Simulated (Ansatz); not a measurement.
An Ansatz (a first-principles code) run. Input:

Ansatz 0.2 input:
```yaml
crystal:
  lattice:
    - [4.4792533292, 0.0, 0.0]
    - [0.0, 4.4792533292, 0.0]
    - [0.0, 0.0, 3.1074071974]
  atoms:
    - { symbol: Ru, position: [0.0, 0.0, 0.0] }
    - { symbol: Ru, position: [0.5, 0.5, 0.5] }
    - { symbol: O, position: [0.3053124697, 0.3053124697, 0.0] }
    - { symbol: O, position: [0.1946875303, 0.8053124697, 0.5] }
    - { symbol: O, position: [0.6946875303, 0.6946875303, 0.0] }
    - { symbol: O, position: [0.8053124697, 0.1946875303, 0.5] }
kpoints:
  mp_grid: { grid: [9, 9, 13] }
hamiltonian:
  xc: r2scan
  pseudopotentials: { kind: paw }
scf:
  occupations: { method: gaussian, width: 0.05 }
checkpoint: { read: metal.run }
output: { bader: true, populations: true }
```

Output (shortened):

```
Pseudopotential: Ru, paw, valence charge 16
Pseudopotential: O, paw, valence charge 6
Functional definition: r2SCAN
Crystal: 6 atoms, lattice volume = 62.346 Å³
Basis set: ecut = 500 eV, 1559 PW (Γ), exchange–correlation on 144×144×96 points (64 copies of the dense FFT grid, shifted against one another)
Bands: 40, of which v1, the nominal top of the filled ones, is band 28 counted from 1 (27 counted from 0)
Symmetry: 16 space group operations
Space group: P42/mnm (ITA 136), of the structure as read, at distance tolerance 4.0e-5 Å
k-points: 105 of 1053
Stability of the state it starts from, as read at its close in the unpolarized treatment …
iter 1 solved again at ethr=3.87e-8 eV; its pass at ethr=3.10e-3 eV (dr2=2.17e-5 eV) is discarded
SCF iter   1: F=—  HF=-14052.446351 eV  |F-HF|=—  |Δ(HF+E_count)|=         —  Δρ=1.00e-6  dr2=4.13e-10  dr2_τ=1.09e-10  ethr=3.87e-8  ⟨swp⟩=3.4  Hψ=28919  notcnv=0
preconditioner: auto → LDOS
SCF iter   2: F=-14052.446351 eV  HF=-14052.446351 eV  |F-HF|=2.96e-10  |Δ(HF+E_count)|=   2.69e-8  Δρ=1.03e-6  dr2=3.98e-10  dr2_τ=1.07e-10  ethr=1.00e-12  ⟨swp⟩=6.3  Hψ=15755  notcnv=0
SCF 1 converged in 2 iterations: F = -14052.446351 eV  dr2 = 3.98e-10
SCF converged after 2 iterations
Free energy (F): -14052.446351 eV
Harris-Foulkes:  -14052.446351 eV  (|F-HF|=2.96e-10)
Internal energy: -14052.442635 eV  (E = F + TS)
E sigma→0 (E₀):  -14052.444493 eV
Entropy (-TS):   -0.003716 eV (-0.619 meV/atom)
Fermi energy:    12.819968 eV
--- Per-component energies (eV) ---
  E_band       = -418.033997
  E_kinetic    = 1722.147641
  E_local      = -4722.055761  (includes V_loc(G=0)·N_el)
  E_nonlocal   = 877.272014
  E_hartree    = 1594.173201
  E_xc         = -655.971604
  E_vxc        = -945.256485  (∫ρ·V_xc dr)
  E_paw        = -7595.971893  (= ΣΔE_a)
  E_vpaw       = -601.026063  (= ΣTr[D̂ρ^β])
  E_aug_tail   = 0.004571  (compensation charges beyond the density's cutoff)
  E_vtau       = 62.534867  (kinetic-family band-sum trace: ∫τ·v_τ [+ j·A + Jᵃ·Aᵃ] dr)
  E_ewald      = -5271.291130
  E_core_change = -0.749675  (= ΣΔE_core)
  E_smearing   = -0.003716  (= −TS)
  E_closure    = 0.000000  (closes the sum)
  Σ components = -14052.446351   (vs F -14052.446351, Δ=0.00e0)
  [band-id]    e_kinetic+e_local+e_nonlocal+2·e_hartree+e_vxc+e_vpaw+e_augmentation_tail+e_vtau = -418.032814   (vs E_band -418.033997, Δ=1.18e-3)
--- Band table (eV; the first three rows and the last of 105) ---
  k-point 0: bands = ["-62.7925", "-62.7847", "-32.2826", "-32.2826", "-31.8319", "-31.8319", "-31.8166", "-31.7891", "-8.5218", "-7.5047", "-6.5184", "-6.5184", "4.1034", "4.2702", "5.3535", "5.8528", "5.8528", "8.4186", "8.4765", "8.4765", "9.9306", …
  k-point 1: bands = ["-62.7917", "-62.7841", "-32.2816", "-32.2816", "-31.8302", "-31.8302", "-31.8273", "-31.8006", "-8.4694", "-7.4757", "-6.5501", "-6.5501", "4.1653", "4.3531", "5.4171", "5.8712", "5.8712", "8.2285", "8.5450", "8.5450", "9.5908", …
  k-point 2: bands = ["-62.7896", "-62.7827", "-32.2791", "-32.2791", "-31.8568", "-31.8326", "-31.8253", "-31.8253", "-8.3198", "-7.3978", "-6.6370", "-6.6370", "4.3402", "4.5895", "5.6066", "5.9317", "5.9317", "7.7616", "8.7193", "8.7193", "8.9412", …
  k-point 104: bands = ["-62.7776", "-62.7776", "-32.2683", "-32.2678", "-31.9913", "-31.9907", "-31.8022", "-31.8021", "-7.2689", "-7.1640", "-7.1461", "-7.0396", "5.4751", "5.5961", "5.7187", "5.7551", "6.4159", "6.5979", "7.9157", "7.9313", "8.9528", …
--- Löwdin populations: 6 sites ---
  site symbol       q [e]
     0     Ru     14.7309
     1     Ru     14.7309
     2      O      6.5871
     3      O      6.5871
     4      O      6.5871
     5      O      6.5871
  spilling = 0.003388 (of n_electrons = 56.000000)
--- Bader charges: 6 sites ---
  site symbol  charge [e]  shift [e]
     0     Ru      1.8518     0.0024
     1     Ru      1.8518     0.0024
     2      O     -0.9259     0.0012
     3      O     -0.9259     0.0012
     4      O     -0.9259     0.0012
     5      O     -0.9259     0.0012
  shift: an alarm, by how much a part of what the PAW files miss would move the charge. Where it is large, compare
  with a run on PAW files of another source; a small one proves nothing
  estimated error of the sums over rays = 3.1e-4 e
```

Cost: very roughly 60 core-seconds on shared cores.

Space group P4_2/mnm (rutile). The r²SCAN relaxation kept the symmetry of its start; of distortions, only those at the zone centre were tested. No spin polarisation was allowed. Spin–orbit coupling is left out wherever it is not named.

Potentials: the later of the program's two PAW sets.

Ansatz is a plane-wave DFT program.
